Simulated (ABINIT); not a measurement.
## MnO: equation of state with PBE

Crystal: MnO.

```
Mn O
1.0
     0.00000    2.22391    2.22391
     2.22391    0.00000    2.22391
     2.22391    2.22391    0.00000
Mn O
1 1
Direct
  0.00000 0.00000 0.00000
  0.50000 0.50000 0.50000
```

The cell is a database's computed one.

```yaml
Program: ABINIT 10.8.3 (patched build)
Task: equation of state
Functional: PBE
Potentials_or_basis: JTH PAW PBE v2.0
Cutoff: 707 eV
k_mesh: 8 × 8 × 8
Occupations: fermi-dirac, width 0.05 eV
Spin: collinear spin, ferromagnetic start
Starting_moments: "[4.0, 0.0] μB"
Fine-grid_cutoff: 1306.15 eV
```

| Property | Result |
| --- | --- |
| Equilibrium volume | 11.02 Å³/atom (rough: see the caveat) |
| Bulk modulus | 109 GPa (rough) |

Energy against volume, from the lowest point:
| volume (Å³/atom) | energy (meV/atom) |
| --- | --- |
| 10.339 | 14.84 |
| 10.559 | 6.34 |
| 10.779 | 1.77 |
| 10.999 | 0.00 |
| 11.219 | 1.03 |
| 11.439 | 5.02 |
| 11.659 | 12.01 |

It took 5.2 min on 1 thread of Intel(R) Xeon(R) Platinum 8259CL CPU @ 2.50GHz (Skylake/Cascade Lake), on a shared host, peak memory 0.17 GiB.

Caveat: pressures at fixed basis lie under the slope of the energies; the fit is doubtful: noisy points or a state that changes with volume.
